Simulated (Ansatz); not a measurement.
Runs of Ansatz 0.2.0 on TaN. It takes space group Fm-3m (No. 225, cubic). The conventional cell has a = 4.423 Å, b = 4.423 Å, c = 4.423 Å, α = 90.00°, β = 90.00°, γ = 90.00°. Ta (site symmetry m-3m) is surrounded by 6 N at 2.21 Å. N (site symmetry m-3m) has 6 Ta at 2.21 Å as nearest neighbours. The cell comes from a database or a generator and needn't be the stable form of this composition.

| task | level | potentials or basis | spin | U | cell | k mesh | cutoff (eV) | smearing | mesh quality | gap on the mesh (eV) | pressure (GPa) | relaxed volume (Å³/atom) |
| --- | --- | --- | --- | --- | --- | --- | --- | --- | --- | --- | --- | --- |
| relaxation of cell and atoms | RPBE+D3(BJ) | all-electron LAPW, scalar-relativistic | off | - | relaxed | 10 × 10 × 10 | - | fermi-dirac 0.05 eV | not flagged | - | 0.0 | 9.64 |
| relaxation of cell and atoms | revPBE | all-electron LAPW, scalar-relativistic | off | - | relaxed | 10 × 10 × 10 | - | fermi-dirac 0.05 eV | not flagged | - | 0.0 | 10.89 |
| single point | RPBE | all-electron LAPW, scalar-relativistic | off | - | the cell as VASP's run set it | 10 × 10 × 10 | 355 | gaussian 0.02 eV | not flagged | none | 3.4 | - |
| band structure | LDA | all-electron LAPW, relativistic spinors | SOC, no magnetisation | - | as given | 7 × 7 × 7 | 355 | fermi-dirac 0.05 eV | coarse | - | -17.2 | - |
| relaxation of cell and atoms | PBEsol | all-electron LAPW, scalar-relativistic | off | - | relaxed | 10 × 10 × 10 | - | fermi-dirac 0.05 eV | not flagged | - | 0.0 | 10.47 |
| single point | LDA | all-electron LAPW, scalar-relativistic | off | - | as given | 10 × 10 × 10 | 355 | gaussian 0.05 eV | not flagged | none | (b) | - |
| density of states | PBEsol+U | all-electron LAPW, relativistic spinors | SOC, no magnetisation | Ta d U = 4 eV | volume scaled by 0.8 | 7 × 7 × 7 | 420 | fermi-dirac 0.02 eV | coarse | none | (a) | - |
| elastic constants | PBEsol | all-electron LAPW, scalar-relativistic | off | - | as given | 7 × 7 × 7 | 380 | fermi-dirac 0.05 eV | coarse | none | (c) | - |

Alike in all rows: basis error allowed 0.001 eV/atom.

Fill in the values left out.

(a) 106.4; (b) -17.1; (c) -10.7.

Caveats: some runs use coarse meshes; the k mesh is thin for a metal, which can move the energy by tens of meV per atom (some runs); so large a pressure means that the cell lies far from this level's equilibrium, or that cutoff or potentials fall short (some runs); the cell as given lies far from equilibrium (some runs); U is the effective U less J, on atomic orbitals that reach past the spheres (some runs); U without spin polarisation on a metal has little footing (some runs); a metal's response needs a denser mesh (some runs); the cell is more than 3 GPa from zero pressure, which shifts response properties (some runs).

A k mesh can miss the band edges, and rows without SOC leave out spin-orbit coupling on Ta.

A gap of «none» marks a metal or a gap under the smearing width.

The runs don't all hold the same shells in valence.

Runs at the PBE level aren't shown here.
